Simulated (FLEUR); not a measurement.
# CuO (Tenorite) (Cc) in FLEUR: single point with PBE

Aim: the single point of CuO (Tenorite) with PBE.

Everything below comes from runs of FLEUR MaX-R8.1 (later development tree). Logs are shortened: lines on timing, memory, paths and dates and some standing lists are left out, and cuts for length are marked.

## (1) The crystal as given

It takes space group Cc (No. 9, monoclinic). The conventional cell has a = 4.689 Å, b = 3.427 Å, c = 5.132 Å, α = 90.00°, β = 99.65°, γ = 90.00°. Cu (site symmetry 1) has 4 O at 1.91 to 2.02 Å as nearest neighbours. O (site symmetry 1) is surrounded by 4 Cu at 1.91 to 2.02 Å.

## (2) Single point, PBE

inp.xml

```xml
<?xml version="1.0" encoding="UTF-8" standalone="no"?>
<fleurInput fleurInputVersion="0.39">
   <comment>
      CuO                                                                                                 
   </comment>
   <calculationSetup>
      <cutoffs Kmax="5.24" Gmax="16.2" GmaxXC="16.2" numbands="0"/>
      <scfLoop itmax="60" minDistance="0.00001" maxIterBroyd="15" imix="Anderson" alpha="0.05" precondParam="0.0" spinf="2.0" sdNocoIR="T"/>
      <coreElectrons ctail="T" frcor="F" kcrel="0" coretail_lmax="0"/>
      <xcFunctional name="pbe" relativisticCorrections="F"/>
      <magnetism jspins="1"/>
      <soc l_soc="F" theta="0.0" phi="0.0" spav="F"/>
      <expertModes spex="0" secvar="F"/>
      <geometryOptimization l_f="F" forcealpha="1.0" forcemix="BFGS" epsdisp="0.00001" epsforce="0.00001"/>
      <ldaU l_linMix="F" mixParam="0.05" spinf="1.0"/>
   </calculationSetup>
   <cell>
      <bzIntegration valenceElectrons="50.0" mode="hist" fermiSmearingEnergy="0.00183747">
         <kPointListSelection listName="default-1"/>
         <!-- k-points included here -->
         <xi:include xmlns:xi="http://www.w3.org/2001/XInclude" href="kpts.xml"> </xi:include>
      </bzIntegration>
      <!-- symmetry operations included here -->
      <xi:include xmlns:xi="http://www.w3.org/2001/XInclude" href="sym.xml"> </xi:include>
      <bulkLattice scale="1.0">
         <bravaisMatrix>
            <row-1>    4.4307463580433897    -3.2378567418896398     0.0000000000000000</row-1>
            <row-2>    4.4307463580433897     3.2378567418896398     0.0000000000000000</row-2>
            <row-3>   -1.6262120466597478     0.0000000000000000     9.5609491270371745</row-3>
         </bravaisMatrix>
      </bulkLattice>
   </cell>
   <atomSpecies>
      <species name="Copper (Cu)" element="Cu" atomicNumber="29">
         <mtSphere radius="1.87" gridPoints="625" logIncrement="0.019"/>
         <atomicCutoffs lmax="8" lnonsphr="8"/>
         <electronConfig flipSpins="F">
            <coreConfig>(1s1/2) (2s1/2) (2p1/2) (2p3/2)</coreConfig>
            <valenceConfig>(3s1/2) (3p1/2) (3p3/2) (4s1/2) (3d3/2) (3d5/2)</valenceConfig>
            <stateOccupation state="(4s1/2)" spinUp="0.500000" spinDown="0.500000"/>
         </electronConfig>
         <energyParameters s="4" p="4" d="3" f="4"/>
         <lo type="SCLO" l="0" n="3" eDeriv="0"/>
         <lo type="SCLO" l="1" n="3" eDeriv="0"/>
         <lo type="SCLO" l="1" n="3" eDeriv="1"/>
         <lo type="SCLO" l="2" n="3" eDeriv="2"/>
         <lo type="SCLO" l="3" n="4" eDeriv="2"/>
      </species>
      <species name="Oxygen (O)" element="O" atomicNumber="8">
         <mtSphere radius="1.43" gridPoints="481" logIncrement="0.022"/>
         <atomicCutoffs lmax="8" lnonsphr="8"/>
         <electronConfig flipSpins="F">
            <coreConfig>(1s1/2)</coreConfig>
            <valenceConfig>(2s1/2) (2p1/2) (2p3/2)</valenceConfig>
            <stateOccupation state="(2p1/2)" spinUp="0.666667" spinDown="0.666667"/>
            <stateOccupation state="(2p3/2)" spinUp="1.333333" spinDown="1.333333"/>
         </electronConfig>
         <energyParameters s="2" p="2" d="3" f="4"/>
         <lo type="SCLO" l="0" n="2" eDeriv="2"/>
         <lo type="SCLO" l="1" n="2" eDeriv="2"/>
         <lo type="SCLO" l="2" n="3" eDeriv="2"/>
      </species>
   </atomSpecies>
   <atomGroups>
      <atomGroup species="Copper (Cu)">
         <relPos label="                   1">.4968000000 .0032000000 1.000/2.000</relPos>
         <relPos label="                   2">.0032000000 .4968000000 .0000000000</relPos>
         <force calculate="T" relaxXYZ="TTT"/>
      </atomGroup>
      <atomGroup species="Oxygen (O)">
         <relPos label="                   3">.4056000000 -.4286000000 -.2463000000</relPos>
         <relPos label="                   4">-.4286000000 .4056000000 .2537000000</relPos>
         <force calculate="T" relaxXYZ="TTT"/>
      </atomGroup>
   </atomGroups>
   <output dos="F" band="F" slice="F">
      <checks vchk="F" cdinf="F"/>
      <bandDOS minEnergy="-.5*Htr" maxEnergy="0.5*Htr" sigma="0.015" storeEVData="T"/>
      <vacuumDOS vacdos="F" integ="F" star="F" nstars="0" locx1="0.0" locy1="0.0" locx2="0.0" locy2="0.0" nstm="0" tworkf="0.0"/>
      <unfoldingBand unfoldBand="F" supercellX="1" supercellY="1" supercellZ="1"/>
      <plotting iplot="0" polar="F">
         <plot TwoD="T" vec1="  1.0  0.0  0.0" vec2="  0.0  1.0  0.0" vec3="  0.0  0.0  1.0" zero="  0.0  0.0  0.0" file="plot"/>
      </plotting>
      <chargeDensitySlicing numkpt="0" minEigenval="0.0" maxEigenval="0.0" nnne="0" pallst="F"/>
      <specialOutput eonly="F"/>
      <moessbauerParams electricFieldGradient="T" isomerShift="T" coreHyperfine="T" valenceHyperfine="T"/>
      <magneticCircularDichroism mcd="F" energyLo="-10.0" energyUp="0.0"/>
   </output>
  <!-- We include the file relax.xml here to enable relaxations (see documentation) -->
  <xi:include xmlns:xi="http://www.w3.org/2001/XInclude" href="relax.xml"> <xi:fallback/> </xi:include>
</fleurInput>
```

crystal.txt

```
CuO
&input cartesian=F /
2.3446500000  -1.7134000000  0.0000000000
2.3446500000  1.7134000000  0.0000000000
-0.8605543552  0.0000000000  5.0594363927
1.8897261246
1.0 1.0 1.0

4
29 0.4968000000  0.0032000000  0.5000000000
29 0.0032000000  0.4968000000  0.0000000000
8 0.4056000000  0.5714000000  0.7537000000
8 0.5714000000  0.4056000000  0.2537000000

&kpt div1=10 div2=10 div3=5 gamma=T /
```

Potentials or basis: all-electron, FLAPW.

The run is started by

```bash
$ inpgen -f crystal.txt -profile fastHighL
$ # inp.xml edited to the form shown
$ fleur_MPI
```

Standard output:

```text
Welcome to FLEUR        (www.flapw.de)
      MaX-Release 8.1          (www.max-centre.eu)

 ========== k-point set info ==========
 Selected k-point list: default-1
 k-point list type: mesh
 10 x 10 x 5
 Number of k points: 141

 ------------Calculation Setup---------------------------
 Number of MPI-tasks      :            1
 Number of PE/node        :            1
 Number of OMP-threads    :            1
 Most efficient MPI parallelization for:
           1           3          47         141
 Additional eigenvalue parallelization possible
 Number of basis functions:          822
 Approximate size of matrices (H+S) per k-point:         0.020 GB
 --------------------------------------------------------
 Iteration:     1   Distance:      48.80441500 me/bohr^3
 Iteration:     2   Distance:      37.55401703 me/bohr^3
 Iteration:     3   Distance:      15.81075986 me/bohr^3
 Iteration:     4   Distance:      12.62332318 me/bohr^3
 Iteration:     5   Distance:       6.20520203 me/bohr^3
 Iteration:     6   Distance:       3.67362182 me/bohr^3
 Iteration:     7   Distance:       1.19904550 me/bohr^3
 Iteration:     8   Distance:       0.17424494 me/bohr^3
 Iteration:     9   Distance:       0.10399331 me/bohr^3
 Iteration:    10   Distance:       0.01660410 me/bohr^3
 Iteration:    11   Distance:       0.01657129 me/bohr^3
 Iteration:    12   Distance:       0.00302558 me/bohr^3
 Iteration:    13   Distance:       0.00244699 me/bohr^3
 Iteration:    14   Distance:       0.00042128 me/bohr^3
 Iteration:    15   Distance:       0.00008294 me/bohr^3
 Iteration:    16   Distance:       0.00007605 me/bohr^3
 Iteration:    17   Distance:       0.00003763 me/bohr^3
 Iteration:    18   Distance:       0.00001644 me/bohr^3
 Iteration:    19   Distance:       0.00000496 me/bohr^3

 ********************************************************************
 Run finished successfully
 Stop message:
   all done
 ********************************************************************
```

Run time: 22 min. Hardware: 1 thread of Arm Neoverse V2, shared host; peak memory 0.19 GiB.

What came out:

| Item | Value |
| --- | --- |
| Free energy | -94165.2928 eV |
| Band gap on the k mesh | none (metal or under the smearing width) |
| Valence electrons inside the program's atomic spheres | Cu 16.99; O 4.56 (radii Cu 1.87, O 1.43 bohr) |

Levels at points of the mesh, in eV from the Fermi level:
| k point | band 21 | band 22 | band 23 | band 24 | band 25 | band 26 | band 27 | band 28 | band 29 | band 30 |
| --- | --- | --- | --- | --- | --- | --- | --- | --- | --- | --- |
| (0.00, 0.00, 0.00) | -2.32 | -2.21 | -2.13 | -1.65 | 0.21 | 0.92 | 1.67 | 5.99 | 8.10 | 13.30 |
| (0.00, 0.50, 0.00) | -2.05 | -1.59 | -1.50 | -1.40 | -0.03 | 0.29 | 4.84 | 6.25 | 6.90 | 11.05 |
| (0.50, 0.50, 0.00) | -2.13 | -2.11 | -1.66 | -1.22 | -0.65 | 1.07 | 3.32 | 6.99 | 8.50 | 9.94 |

Core levels (eV from the Fermi level):
```tsv
atom	levels
1 Cu	1s1/2 -8846.8, 2s1/2 -1060.2, 2p1/2 -928.5, 2p3/2 -908.0
2 Cu	1s1/2 -8846.8, 2s1/2 -1060.2, 2p1/2 -928.5, 2p3/2 -908.0
3 O	1s1/2 -506.7
4 O	1s1/2 -506.7
```

Caveat: the run has no spin polarisation, though such a crystal can be magnetic; semilocal functionals often make such compounds metallic where correlation or magnetic order opens a gap, which also shifts bond lengths.
